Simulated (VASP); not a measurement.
# Settings for MgO: energy and pressure at two fixed cells

MgO, R3m (no. 160), 2 atoms in the cell. SCAN-L; PAW potentials Mg, O (PBE set). VASP 6.6.1.

Wanted: energy difference within 1 meV/atom; pressure within 0.1 GPa; forces within 0.005 eV/Å; gap on the mesh within 0.01 eV.

Second cell: the displaced cell, volume scaled by 1.03.

The series start from ENCUT (eV): 520; k mesh: 8 x 8 x 8; PREC and ADDGRID: Accurate; LASPH: yes; EDIFF (eV): 1e-7; ALGO and mixing: Normal; LREAL: no; GGA_COMPAT: no. Each series keeps the choices made before it, and each single choice may use up half of a tolerance. Times cover all steps of a run.

## ENCUT (eV)

| ENCUT (eV) | Energy difference (meV/atom) | Pressure (GPa) | Forces, largest deviation (eV/Å) | Gap on the mesh (eV) | Time (s) |
|---|---|---|---|---|---|
| 300 | 5.9 | -39.29 | 0.0015 | 5.108 | 20 |
| 350 | 3.6 | -12.10 | 0.0010 | 4.954 | 22 |
| 400 | 1.8 | -2.25 | 0.0061 | 4.893 | 24 |
| 450 | 1.3 | -0.69 | 0.0095 | 4.934 | 29 |
| 520 | 1.6 | -0.02 | 0.0089 | 4.969 | 35 |
| 600 | 1.9 | 0.44 | 0.0091 | 4.961 | 37 |
| 700 (reference) | 1.9 | 0.85 | 0.0000 | 4.958 | 47 |
| 800 | no result | no result | no result | no result | 131 |
| 900 | no result | no result | no result | no result | 162 |
| 1000 | no result | no result | no result | no result | 141 |
| 1200 | no result | no result | no result | no result | 262 |

Chosen: 700; the next looser run is off by more than half of the tolerance, so convergence isn't shown beyond this value.

## k mesh

| k mesh | Energy difference (meV/atom) | Pressure (GPa) | Forces, largest deviation (eV/Å) | Gap on the mesh (eV) | Time (s) |
|---|---|---|---|---|---|
| 4 x 4 x 4 | 1.9 | 0.87 | 0.0008 | 4.948 | 44 |
| 6 x 6 x 6 | 1.9 | 0.85 | 0.0000 | 4.958 | 43 |
| 8 x 8 x 8 | 1.9 | 0.85 | 0.0000 | 4.958 | 47 |
| 10 x 10 x 10 | 1.9 | 0.85 | 0.0000 | 4.958 | 59 |
| 12 x 12 x 12 (reference) | 1.9 | 0.85 | 0.0000 | 4.958 | 65 |

Chosen: 6 x 6 x 6, the loosest value from which every tighter one stays within half of the tolerance.

## PREC and ADDGRID

| PREC and ADDGRID | Energy difference (meV/atom) | Pressure (GPa) | Forces, largest deviation (eV/Å) | Gap on the mesh (eV) | Time (s) |
|---|---|---|---|---|---|
| Low | 0.5 | 1.75 | 0.0001 | 5.047 | 51 |
| Normal | 1.4 | 1.21 | 0.0029 | 4.940 | 36 |
| Accurate | 1.9 | 0.85 | 0.0003 | 4.958 | 43 |
| Accurate, ADDGRID (reference) | 1.9 | 0.85 | 0.0000 | 4.957 | 78 |

Chosen: Accurate.

## LASPH

| LASPH | Energy difference (meV/atom) | Pressure (GPa) | Forces, largest deviation (eV/Å) | Gap on the mesh (eV) | Time (s) |
|---|---|---|---|---|---|
| no | 1.8 | 0.86 | 0.0044 | 4.957 | 33 |
| yes (reference) | 1.9 | 0.85 | 0.0000 | 4.958 | 43 |

Chosen: yes; the one before it in the list is off by more than half of the tolerance.

## EDIFF (eV)

| EDIFF (eV) | Energy difference (meV/atom) | Pressure (GPa) | Forces, largest deviation (eV/Å) | Gap on the mesh (eV) | Time (s) |
|---|---|---|---|---|---|
| 0.0001 | 1.9 | 0.96 | 0.0003 | 4.952 | 38 |
| 1e-5 | 1.9 | 0.86 | 0.0001 | 4.957 | 32 |
| 1e-6 | 1.9 | 0.84 | 0.0000 | 4.958 | 32 |
| 1e-7 | 1.9 | 0.85 | 0.0000 | 4.958 | 43 |
| 1e-8 (reference) | 1.9 | 0.85 | 0.0000 | 4.957 | 44 |

Chosen: 1e-5.

## ALGO and mixing

| ALGO and mixing | Energy difference (meV/atom) | Pressure (GPa) | Forces, largest deviation (eV/Å) | Gap on the mesh (eV) | Time (s) |
|---|---|---|---|---|---|
| Normal | 1.9 | 0.86 | 0.0000 | 4.957 | 32 |
| Fast | 1.9 | 0.82 | 0.0003 | 4.960 | 28 |
| All | 1.9 | 0.82 | 0.0000 | 4.957 | 39 |
| Damped, TIME 0.4 | 1.9 | 0.71 | 0.0000 | 4.959 | 29 |
| Normal, LMIXTAU off | 1.9 | 0.86 | 0.0000 | 4.957 | 29 |

Chosen: Normal; no other choice that stays within half of the tolerance saves 30 % of the time.

## LREAL

| LREAL | Energy difference (meV/atom) | Pressure (GPa) | Forces, largest deviation (eV/Å) | Gap on the mesh (eV) | Time (s) |
|---|---|---|---|---|---|
| no | 1.9 | 0.86 | 0.0000 | 4.957 | 32 |
| Auto | 1.9 | 0.86 | 0.0000 | 4.956 | 32 |

Chosen: no.

## GGA_COMPAT

| GGA_COMPAT | Energy difference (meV/atom) | Pressure (GPa) | Forces, largest deviation (eV/Å) | Gap on the mesh (eV) | Time (s) |
|---|---|---|---|---|---|
| no | 1.9 | 0.86 | 0.0000 | 4.957 | 32 |
| yes | 1.8 | 0.91 | 0.0001 | 4.956 | 29 |

Chosen: no.

## All choices together

| Input | Energy difference (meV/atom) | Pressure (GPa) | Forces, largest deviation (eV/Å) | Gap on the mesh (eV) | Time (s) |
|---|---|---|---|---|---|
| program defaults, coarse mesh (naive) | 1.4 | -3.67 | 0.0301 | 4.907 | 7.8 |
| chosen settings | 1.9 | 0.86 | 0.0003 | 4.957 | 32 |
| reference settings throughout | 1.9 | 0.85 | 0.0000 | 4.958 | 91 |

The chosen settings stay within the tolerance of the reference run, but the reference itself isn't shown to be converged in: ENCUT (eV).

Values of the reference run: Forces: 0.1593, 0.1593, 0.1593, -0.1593, -0.1593, -0.1593 eV/Å.

## The input

INCAR:
```
ALGO     = Normal         # electronic algorithm
EDIFF    = 1E-5           # SCF threshold, eV
ENCUT    = 700            # plane-wave cutoff, eV
GGA_COMPAT= False        
ISIF     = 2              # what is computed and relaxed
ISMEAR   = 0              # smearing method
KPAR     = 4            
LASPH    = True           # aspherical terms in the spheres
LCHARG   = False          # write CHGCAR
LMIXTAU  = True         
LREAL    = False          # projectors in reciprocal space
LWAVE    = False          # write WAVECAR
METAGGA  = SCANL          # meta-GGA
NBANDS   = 11             # bands
NELM     = 150            # most SCF steps
PREC     = Accurate       # precision mode
SIGMA    = 0.02           # smearing width, eV
```

KPOINTS:
```
Automatic mesh
0
Gamma
  6 6 6
  0 0 0
```

POSCAR.step1:
```
MgO
1.0
    0.0000000000      2.1177651331      2.1177651331
    2.1177651331      0.0000000000      2.1177651331
    2.1177651331      2.1177651331      0.0000000000
Mg O
1 1
Direct
    0.0000000000      0.0000000000      0.0000000000
    0.5068830500      0.5068830500      0.5068830500
```

POSCAR.step2:
```
MgO
1.0
    0.0000000000      2.0970013927      2.0970013927
    2.0970013927      0.0000000000      2.0970013927
    2.0970013927      2.0970013927      0.0000000000
Mg O
1 1
Direct
    0.0000000000      0.0000000000      0.0000000000
    0.5068830500      0.5068830500      0.5068830500
```

Commands (each step's output is kept before the next begins):
```
cat potpaw_PBE.64/Mg/POTCAR potpaw_PBE.64/O/POTCAR > POTCAR
cp POSCAR.step1 POSCAR
mpirun -np 4 vasp_std > vasp.out
rm WAVECAR CHG
cp POSCAR.step2 POSCAR
mpirun -np 4 vasp_std > vasp.out
```

Limits: Functionals of the density's Laplacian are noisy on the grid, so small differences in pressure and volume may be numerical; one atom is displaced by 0.05 Å on purpose; pressure, forces and gap belong to that cell (POSCAR.step2), and the energy difference is that of POSCAR.step1 less this one.

The chosen input took VASP 6.6.1 32 s on 4 cores (Intel Xeon Platinum 8488C (Sapphire Rapids)), a shared host.

## An input that fails: few steps

The electronic loop stops at its limit of 5 steps.

Changes against the starting input:
```
- NELM = 150
+ NELM = 5
```
